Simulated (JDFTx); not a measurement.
Set up this calculation in JDFTx 1.7.0 (patched build), as the native input.

* Task: single point
* Functional: PBEsol
* Potentials or basis: PseudoDojo-SR-PBEsol-0.4.1-standard with smoothed tails
* Cutoff: 1088 eV
* Density cutoff: 8708 eV
* k mesh: 10 × 10 × 8
* Occupations: fermi-dirac, width 0.05 eV
* Spin: no spin polarisation
* Local potential set to -Z/r beyond: 6 bohr
* Density cutoff over wavefunction cutoff: 8
* Max SCF steps: 100
* SCF threshold on the energy: 1e-09 Ha
* Solver of the electrons: scf
* Further solve for the empty bands: yes

Crystal: MoP.

```
Mo P
1.0
     3.22300    0.00000    0.00000
    -1.61150    2.79120    0.00000
     0.00000    0.00000    3.19100
Mo P
1 1
Direct
  0.00000 0.00000 0.00000
  0.33333 0.66667 0.50000
```

These files were run (other wordings do the same):

MoP.in

```
lattice \
    6.0905872997    -3.0452936498     0.0000000000 \
    0.0000000000     5.2746033255     0.0000000000 \
    0.0000000000     0.0000000000     6.0301160637
coords-type Lattice
ion Mo     0.0000000000     0.0000000000     0.0000000000 1
ion P      0.3333333333     0.6666666667     0.5000000000 1

ion-species pseudo/Mo.upf
ion-species pseudo/P.upf
elec-cutoff 40 320
elec-ex-corr gga-PBEsol
kpoint-folding 10 10 8
elec-smearing Fermi 0.0018374661
elec-n-bands 15
electronic-SCF nIterations 100 energyDiffThreshold 1e-09
electronic-minimize nIterations 30 energyDiffThreshold 1e-7
converge-empty-states yes
forces-output-coords Cartesian

dump-name run.$VAR
dump End Ecomponents EigStats BandEigs Kpoints Forces Stress
```

Potentials or basis: PseudoDojo-SR-PBEsol-0.4.1-standard with smoothed tails.

Run with:

```console
$ jdftx -c 1 -i MoP.in -o MoP.out
```

It gave:

```
Pressure               : -3.7 GPa
Band gap on the k mesh : none (metal or under the smearing width)
```

It took 57 s on 1 thread of Intel(R) Xeon(R) 6975P-C (Granite Rapids), with other jobs on the host, peak memory 0.18 GiB.
